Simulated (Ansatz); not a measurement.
MgS, 4 atoms in the cell. It takes space group P6_3mc (No. 186, hexagonal). Conventional cell: a = 4.035 Å, b = 4.035 Å, c = 6.432 Å, α = 90.00°, β = 90.00°, γ = 120.00°. S (site symmetry 3m) has 4 Mg at 2.45 to 2.47 Å as nearest neighbours. Mg (site symmetry 3m) has 4 S at 2.45 to 2.47 Å as nearest neighbours. The cell comes from a database or a generator and needn't be the stable form of this composition.

| Property | Result |
| --- | --- |
| Program | Ansatz 0.2.0 |
| Task | band structure |
| Functional | r2SCAN |
| Potentials or basis | Ansatz PAW |
| Cutoff | 500 eV (not typed: the program's choice for these potentials) |
| k mesh | 8 × 8 × 4 |
| Occupations | fermi-dirac, width 0.05 eV |
| Spin | no spin polarisation |
| Path | [["G", "M", "K", "G", "A", "L", "H", "A"], ["L", "M"], ["K", "H"]] |
| Points for each segment of the path | 14 |

Potentials or basis: Ansatz PAW.

Run with:

```sh
$ ansatz run input.yaml --threads 2 --pin off --max-ram 5632MiB --backend cpu --events-out ev --progress --plain --runs-dir out
```

Hardware: 2 threads of AMD EPYC 7R43 64-Core Processor (Zen 3), with other jobs on the host.

**Question.** How long does it take, and how much memory?

**Answer.** Wall time 16 s on 2 threads of AMD EPYC 7R43 64-Core Processor (Zen 3), with other jobs on the host, peak memory 0.61 GiB. Counts: scf iterations 6, plane waves 2321, k points 30, bands 26.
